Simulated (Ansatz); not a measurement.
Space group Fm-3m (No. 225). a = 5.089 Å, b = 5.089 Å, c = 5.089 Å, α = 90.00°, β = 90.00°, γ = 90.00°
```
atom site symmetry x y z
  Zr    4a m-3m  0.0000  0.0000  0.0000
   O    8c      -43m  0.2500  0.7500  0.7500
```

Equation of state of this ZrO2 structure (not necessarily the ground state), with shape and atoms relaxed at each volume where symmetry leaves them free. All numbers below come from DFT r2SCAN, scalar-relativistic, plane waves, PAW in Ansatz 0.2.0.

Settings: cutoff 500 eV, Γ-centred mesh 8×8×8 on the computed 3-atom cell, Gaussian smearing of 0.02 eV; no spin polarisation.

```csv
V (Å³/atom),E − E(largest V) (meV/atom),P (GPa),gap on mesh (eV)
9.667,82.84,42.77,4.27
9.997,8.92,29.45,4.17
10.327,-39.63,18.06,4.08
10.656,-66.50,8.32,3.98
10.986,-74.83,-0.02,3.89
11.315,-67.26,-7.16,3.79
11.645,-46.08,-13.28,3.70
12.084,0.00,-20.09,3.58
```

Task: Fit a third-order Birch–Murnaghan equation to E(V).

Result: V0 = 10.99 Å³/atom, B0 = 257 GPa, B0' = 4.1.

This fluorite-type form isn't the usual stable structure of the compound.